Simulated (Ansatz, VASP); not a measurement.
## One calculation of AlN, two programs

```
CELL_PARAMETERS angstrom
0.00000 2.15443 2.15443
2.15443 0.00000 2.15443
2.15443 2.15443 0.00000
ATOMIC_POSITIONS crystal
Al 0.00000 0.00000 0.00000
N 0.50000 0.50000 0.50000
```

Alike in both runs: task relaxation of cell and atoms; functional PBE; k mesh 17 × 17 × 17; occupations fermi-dirac, width 0.05 eV; no spin polarisation.

|  | VASP | Ansatz |
| --- | --- | --- |
| version | VASP 6.6.1 | Ansatz 0.2.0 |
| potentials or method | VASP PAW PBE potentials, release 64 (Al, N) | PAW with Ansatz's default frozen-core files, scalar-relativistic |
| plane-wave cutoff (eV) | 600 | 420 |
| valence electrons in the cell | 8 | 8 |

VASP gave:

- relaxed volume (Å³/atom): 8.42
- relaxed cell length with the largest relative difference (Å): 2.877
- energy change over the relaxation (meV/atom): -176

What did Ansatz give for the same quantities?

Relaxed volume (Å³/atom): 8.43; relaxed cell length with the largest relative difference (Å): 2.878; energy change over the relaxation (meV/atom): -172.

Caveats: the volume moved by over 15 % at a fixed basis, so the end points are rough (VASP). A k mesh can miss the band edges.
